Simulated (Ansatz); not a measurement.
Cu:

```
Cu
1.0
     0.00000    1.80750    1.80750
     1.80750    0.00000    1.80750
     1.80750    1.80750    0.00000
Cu
1
Direct
  0.00000 0.00000 0.00000
```

* Program: Ansatz 0.2.0
* Task: relaxation of cell and atoms
* Functional: RPBE
* Dispersion: D3(BJ)
* Potentials or basis: Ansatz PAW
* Cutoff: 420 eV (not typed: the program's choice for these potentials)
* k mesh: 13 × 13 × 13
* Occupations: fermi-dirac, width 0.05 eV
* Spin: no spin polarisation

At the start: volume 11.81 Å³/atom.

Problem. Where does the relaxation end?

Solution. It ends after 8 steps and the volume is 9.74 Å³/atom (-17.5 %); space group Fm-3m (No. 225, to 0.05 Å).

Step by step:
```tsv
step	energy change (eV)	largest force (eV/Å)	volume (Å³)
1	0.0000	0.0000	11.81
2	-0.2076	0.0000	10.54
3	-0.2447	0.0000	9.38
4	-0.2554	0.0000	9.74
5	-0.2555	0.0000	9.73
6	-0.2518	0.0000	9.73
7	-0.2518	0.0000	9.74
8	-0.2518	0.0000	9.74
```

Final structure:
```
Cu
1.0
     0.00000    1.69495    1.69495
     1.69495    0.00000    1.69495
     1.69495    1.69495    0.00000
Cu
1
Direct
  0.00000 0.00000 0.00000
```

Caveat: the volume moved by over 15 % at a fixed basis, so the end points are rough; the plane-wave basis is chosen anew once the cell has moved, so the energies of steps on either side of that aren't comparable; the volume moved by -18 % from the deposited cell, more than functionals usually miss; pairwise dispersion overbinds metals, which lowers pressure and volume; the PAW data sets come from PBE, with cores solved anew for the run's functional, which leaves a small shift of forces and pressure.
